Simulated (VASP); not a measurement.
**P: relaxation of cell and atoms with PBE**

The system is P, a slab with vacuum.

```
P
1.0
     3.30306    0.00000    0.00000
     0.00000    4.58589    0.00000
     0.00000    0.00000   25.37277
P
8
Direct
  0.00000 0.58803 0.34867
  0.50000 0.91197 0.34867
  0.50000 0.08758 0.43186
  0.00000 0.41242 0.43186
  0.50000 0.58758 0.56814
  0.00000 0.91242 0.56814
  0.00000 0.08803 0.65133
  0.50000 0.41197 0.65133
```

The slab is cut from a database's or a generator's crystal, which needn't be the stable form of the element.

```json
{
  "Program": "VASP 6.6.1",
  "Task": "relaxation of cell and atoms",
  "Functional": "PBE",
  "Potentials or basis": "VASP PAW PBE potentials, release 64 (P)",
  "Cutoff": "600 eV",
  "k mesh": "10 × 8 × 1",
  "Occupations": "gaussian, width 0.03 eV",
  "Spin": "no spin polarisation",
  "Further INCAR settings": "ALGO = Normal; EDIFF = 1e-07; IBRION = 2; EDIFFG = -0.005; NSW = 90; ISIF = 3"
}
```

```
Relaxed volume                         : 48.09 Å³/atom
Relaxed cell                           : a = 3.303 Å, b = 4.590 Å, c = 25.373 Å, α = 90.00°, β = 90.00°, γ = 90.00°
Space group after relaxing (to 0.05 Å) : Pbcm (No. 57)
Energy gained by relaxing              : 0.1 meV/atom
Ionic steps                            : 26
Largest force after relaxing           : 0.004 eV/Å
Band gap on the k mesh                 : 0.60 eV, direct
```

Forces on the atoms (eV/Å):
```
P    0.000  0.002 -0.001
P    0.000 -0.002 -0.001
P    0.000  0.004  0.000
P    0.000 -0.004  0.000
P    0.000  0.004  0.000
P    0.000 -0.004  0.000
P    0.000  0.002  0.001
P    0.000 -0.002  0.001
```

The path:
```tsv
step	energy change (eV)	largest force (eV/Å)	pressure (GPa)	volume (Å³)
1	0.0000	0.0095	0.02	384.33
2	0.0000	0.0077	0.00	384.55
3	0.0000	0.0077	0.01	384.50
4	0.0000	0.0053	0.01	384.52
5	0.0000	0.0064	0.02	384.53
6	0.0000	0.0141	0.02	384.56
7	0.0000	0.0105	0.02	384.55
8	-0.0001	0.0101	0.02	384.58
9	-0.0001	0.0089	0.02	384.66
10	-0.0001	0.0075	0.02	384.82
11	-0.0001	0.0104	0.01	385.15
12	-0.0002	0.0084	0.01	385.15
13	-0.0002	0.0092	0.01	385.14
14	-0.0002	0.0089	0.00	385.15
15	-0.0002	0.0106	0.00	385.18
16	-0.0003	0.0135	-0.02	385.23
17	-0.0003	0.0283	-0.05	385.32
18	-0.0003	0.0197	-0.03	385.28
19	-0.0003	0.0192	-0.03	385.26
20	-0.0004	0.0175	-0.03	385.20
21	-0.0004	0.0159	-0.02	385.07
22	-0.0006	0.0191	0.00	384.82
23	-0.0005	0.0331	0.04	384.32
24	-0.0006	0.0234	0.01	384.65
25	-0.0006	0.0102	0.01	384.68
26	-0.0007	0.0038	0.00	384.72
```

Final structure:
```
CELL_PARAMETERS angstrom
3.30344 0.00000 0.00000
0.00000 4.59001 0.00000
0.00000 0.00000 25.37277
ATOMIC_POSITIONS crystal
P 0.00000 0.58807 0.34735
P 0.50000 0.91193 0.34735
P 0.50000 0.08778 0.43050
P 0.00000 0.41222 0.43050
P 0.50000 0.58778 0.56950
P 0.00000 0.91222 0.56950
P 0.00000 0.08807 0.65265
P 0.50000 0.41193 0.65265
```

Levels at points of the mesh, in eV from the valence-band top:
```
           k point  band 16  band 17  band 18  band 19  band 20  band 21  band 22  band 23  band 24  band 25
(0.00, 0.00, 0.00)    -2.01    -1.95    -1.68    -0.50     0.00     0.60     0.93     1.35     1.44     2.41
(0.50, 0.00, 0.00)    -2.94    -2.32    -2.32    -2.08    -2.08     0.95     0.95     1.07     1.07     1.87
(0.00, 0.50, 0.00)    -2.76    -1.52    -1.52    -1.36    -1.36     1.85     1.85     1.86     1.86     3.13
(0.50, 0.50, 0.00)    -4.83    -1.41    -1.41    -1.41    -1.41     2.17     2.17     2.17     2.17     3.67
```

Wall time 17 min on 4 MPI ranks on Intel(R) Xeon(R) 6975P-C (Granite Rapids), with other jobs on the host, peak memory 0.7 GiB a rank.
